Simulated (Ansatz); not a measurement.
GeO$_{2}$ (space group P3_221)

```cif
data_Ge3O6
_chemical_formula_sum 'Ge3 O6'
_space_group_name_H-M_alt 'P3221'
_space_group_IT_number 154
_space_group_name_Hall 'P 32 2"'
_cell_length_a 5.09236
_cell_length_b 5.09236
_cell_length_c 5.76836
_cell_angle_alpha 90.000
_cell_angle_beta 90.000
_cell_angle_gamma 120.000
loop_
_atom_site_label
_atom_site_type_symbol
_atom_site_symmetry_multiplicity
_atom_site_Wyckoff_symbol
_atom_site_fract_x
_atom_site_fract_y
_atom_site_fract_z
_atom_site_occupancy
Ge1 Ge 3 b 0.54438 0.54438 0.50000 1
O1 O 6 c 0.09912 0.70178 0.07522 1
```

The volume is varied about the relaxed value V₀ at fixed cell shape. The atoms relax within the cell's symmetry.

Calculation: PBE (plane waves to 420 eV, PAW, scalar-relativistic; Ansatz, a quantum-chemistry and plane-wave program). k mesh 8×8×6 (Γ-centred), Fermi-Dirac smearing 0.05 eV. Energies are smeared free energies. With the shape held, the modulus is that of even scaling; a crystal free to change shape is softer. GeO2 was relaxed with its symmetry unable to fall. ΔE is measured from the relaxed starting cell.

| V (Å³/atom) | ΔE (meV/atom) |
|---|---|
| 12.955 | 20.5 |
| 13.314 | 11.1 |
| 13.674 | 4.7 |
| 14.034 | 1.1 |
| 14.394 | 0.0 |
| 14.754 | 1.0 |
| 15.114 | 4.0 |
| 15.473 | 8.8 |
| 15.833 | 15.2 |

Question: What is the fitted pressure derivative B₀′?

Answer: 3.3.

Question: What bulk modulus at fixed cell shape B₀ follows from a third-order Birch-Murnaghan fit?

Answer: 39.1 GPa. Check by three points about V = 14.394 Å³/atom, step 0.360: d²E/dV² ≈ (1.1 − 2·0.0 + 1.0) meV / 0.360² = 0.0162 eV/Å⁶, and V·d²E/dV² × 160.2 = 37.4 GPa.

(Under strain, the slope of the energy per volume gives the stress and its curvature an elastic modulus.)
